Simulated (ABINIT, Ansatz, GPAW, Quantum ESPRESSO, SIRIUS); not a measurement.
W: programs and potentials compared

```xyz
1
Lattice="0.0000 2.0300 2.0300 2.0300 0.0000 2.0300 2.0300 2.0300 0.0000" Properties=species:S:1:pos:R:3 pbc="T T T"
W     0.0000    0.0000    0.0000
```

This isn't the form of W at room conditions, which is bcc.

Alike in all runs: task single point; functional PBEsol; k mesh 11 × 11 × 11; occupations fermi-dirac, width 0.05 eV; no spin polarisation; no spin-orbit coupling. Pressure is positive in compression and, in plane waves, holds the error of the finite cutoff.

```tsv
program and potentials	plane-wave cutoff (eV)	notes	pressure (GPa)
Quantum ESPRESSO, GBRV 1.5 PBEsol	762	-	?
ABINIT, PseudoDojo NC SR PBEsol v0.4.1 standard	1007	-	-12.59
Ansatz, all-electron LAPW, scalar-relativistic	-	-	-12.63
GPAW, PAW data sets generated for this functional	600	-	-13.06
SIRIUS, PseudoDojo 0.4.1 PBEsol standard (scalar relativistic)	1030	-	-12.59
```

Question: Estimate from the other rows what the run with Quantum ESPRESSO, GBRV 1.5 PBEsol gave.

Answer: Pressure -12.60 GPa. The other rows, which needn't bracket it: pressure -13.06 to -12.59.
